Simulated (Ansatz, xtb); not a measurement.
## Group exchange: C4H8 + CH6S2Si → C3H8Si + C2H6S2

Gas-phase species: C4H8 `C=CCC`, singlet; CH6S2Si `CSS[SiH3]`, singlet; C3H8Si (prop-2-enylsilane) `C=CC[SiH3]`, singlet; C2H6S2 `CSSC`, singlet. The partners trade CH3 for SiH3: C–CH3 and S–SiH3 bonds give way to C–SiH3 and S–CH3.

Shapes, held fixed at every level: PBE0-D4/def2-TZVP. Flexible molecules stand in one conformer, not always the lowest. Programs: Ansatz 0.2.0, xtb 6.7.1. Electronic energies: no zero-point or thermal term.

```json
{"level": "GFN0-xTB", "kind": "semi-empirical", "ΔE (kJ/mol)": "+143.8", "less CCSD(T)/CBS estimate": "+77.0", "CPU time (sum over the molecules)": "0.12 s"}
{"level": "PBE-D4/def2-TZVPP", "kind": "GGA", "ΔE (kJ/mol)": "+62.4", "less CCSD(T)/CBS estimate": "-4.4", "CPU time (sum over the molecules)": "32 s"}
{"level": "B3LYP-D4/def2-TZVPP", "kind": "global hybrid", "ΔE (kJ/mol)": "+64.3", "less CCSD(T)/CBS estimate": "-2.5", "CPU time (sum over the molecules)": "57 s"}
{"level": "PBE0-D4/def2-TZVPP", "kind": "global hybrid", "ΔE (kJ/mol)": "+65.3", "less CCSD(T)/CBS estimate": "-1.5", "CPU time (sum over the molecules)": "37 s"}
{"level": "wB97M-V/def2-TZVPP", "kind": "range-separated hybrid", "ΔE (kJ/mol)": "+63.9", "less CCSD(T)/CBS estimate": "-2.9", "CPU time (sum over the molecules)": "2.1 min"}
{"level": "wB97X-V/def2-TZVPP", "kind": "range-separated hybrid", "ΔE (kJ/mol)": "+63.8", "less CCSD(T)/CBS estimate": "-3.0", "CPU time (sum over the molecules)": "90 s"}
{"level": "CCSD(T)/def2-TZVPP", "kind": "coupled cluster or CI", "ΔE (kJ/mol)": "+66.5", "less CCSD(T)/CBS estimate": "-0.3", "CPU time (sum over the molecules)": "–"}
{"level": "CCSD(T)/CBS estimate", "kind": "coupled cluster or CI", "ΔE (kJ/mol)": "+66.8", "less CCSD(T)/CBS estimate": "0.0", "CPU time (sum over the molecules)": "–"}
```

The highest level, CCSD(T)/CBS estimate, gives ΔE = +66.8 kJ/mol; the levels span +62.4 to +143.8. GFN0-xTB strays far from the other rows. The column of differences is taken from that level and isn't an error. No measured value is set beside it here. The CBS estimate extrapolates MP2 from def2-TZVPP and def2-QZVPP and adds CCSD(T) − MP2 in the triple-zeta set, cores frozen. Times are processor times on shared x86 and Arm servers, and rough.
